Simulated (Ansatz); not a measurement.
The reference is AlSb in the zinc blende structure (space group F-43m, No. 216; a = 6.157 Å).

Level of theory: PBEsol (Ansatz, a first-principles code; PAW; 420 eV plane waves; no spin-orbit coupling).

Before the change:

The valley order is a point along ⟨100⟩, about 0.9 Å⁻¹ from Γ 1.14 eV; L along ⟨111⟩ 1.28 eV; Γ 1.47 eV.

Perturbation: every lattice vector is stretched by 0.54 %, atoms relaxed at fixed cell.

Problem. Predict the new energy relative to the base and valley order.

Solution. The energy rises by 1.2 meV/atom; the valley order (the lowest conduction-band minima on the path, energy above the VBM, named in the base's zone) becomes a point along ⟨100⟩, about 0.9 Å⁻¹ from Γ 1.17 eV; L along ⟨111⟩ 1.23 eV; Γ 1.35 eV (base: a point along ⟨100⟩, about 0.9 Å⁻¹ from Γ 1.14 eV; L along ⟨111⟩ 1.28 eV; Γ 1.47 eV).

Spin-orbit coupling, missing from the scalar runs, can matter with Sb. The levels and masses belong to the bands next to the band gap. The cells carry an imposed strain or load. Stability against distortions was not tested.
